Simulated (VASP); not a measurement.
**From VASP inputs to Ansatz: GaAs (zincblende)**

INCAR, step 1 (PBE orbitals to start from)

```
NBANDS = 16
ISMEAR = 0
LASPH = .TRUE.
PREC = Accurate
SIGMA = 0.01
LREAL = .FALSE.
GGA = PE
NELM = 120
LCHARG = .FALSE.
ENCUT = 520
LWAVE = .TRUE.
EDIFF = 1E-5
```

INCAR, step 2

```
GGA = PE
PREC = Accurate
LCHARG = .FALSE.
LHFCALC = .TRUE.
LREAL = .FALSE.
ENCUT = 520
LASPH = .TRUE.
PRECFOCK = Fast
NBANDS = 16
ISIF = 2
IBRION = -1
LWAVE = .FALSE.
EDIFF = 1E-7
ISTART = 1
HFRCUT = -1
AEXX = 0.25
NELM = 120
SIGMA = 0.01
ALGO = Normal
NSW = 0
ISMEAR = 0
```

KPOINTS

```
KPOINTS created by Atomic Simulation Environment
0
Gamma
6 6 6
0 0 0
```

KPOINTS_OPT

```
special points
6
Reciprocal
0.0000000000 0.0000000000 0.0000000000 1
0.5000000000 0.0000000000 0.5000000000 1
0.5000000000 0.2500000000 0.7500000000 1
0.3750000000 0.3750000000 0.7500000000 1
0.5000000000 0.5000000000 0.5000000000 1
0.6250000000 0.2500000000 0.6250000000 1
```

POSCAR

```
Ga As
 1.0000000000000000
    -0.0000000000000000    2.8330850953310862    2.8330850953310862
     2.8330850953310862    0.0000000000000000    2.8330850953310862
     2.8330850953310862    2.8330850953310862    0.0000000000000000
 Ga  As
   1   1
Cartesian
  0.0000000000000000  0.0000000000000000 -0.0000000000000000
  1.4165425476655431  1.4165425476655431  1.4165425476655431
```

VASP ran with the recommended PBE PAW datasets (18 valence electrons in the cell).

Q: Write an Ansatz input for this cell and level of theory.

A: 

```yaml
crystal:
  lattice:
    - [0.0, 2.8330850953, 2.8330850953]
    - [2.8330850953, 0.0, 2.8330850953]
    - [2.8330850953, 2.8330850953, 0.0]
  atoms:
    - { symbol: Ga, position: [0.0, 0.0, 0.0] }
    - { symbol: As, position: [0.25, 0.25, 0.25] }
kpoints:
  mp_grid: { grid: [6, 6, 6] }
  band_path:
    path:
      - [0.0, 0.0, 0.0]
      - [0.5, 0.0, 0.5]
      - [0.5, 0.25, 0.75]
      - [0.375, 0.375, 0.75]
      - [0.5, 0.5, 0.5]
      - [0.625, 0.25, 0.625]
    npoints: 1
hamiltonian:
  xc: pbe0
scf:
  occupations: { method: fixed }
  n_extra_bands: 4
output:
  forces: true
  stress: true
  eigenvalues: true
```

Other inputs would serve too.

```tsv
	VASP	Ansatz
gap between bands v and c	1.96 eV	1.95 eV
least direct gap	1.96 eV	1.95 eV
pressure	0.3 GPa	0.4 GPa
```

Datasets and cutoffs are each program's own. VASP's cell holds 18 valence electrons and Ansatz's 28. Ansatz's stress includes a Pulay correction; VASP's doesn't.
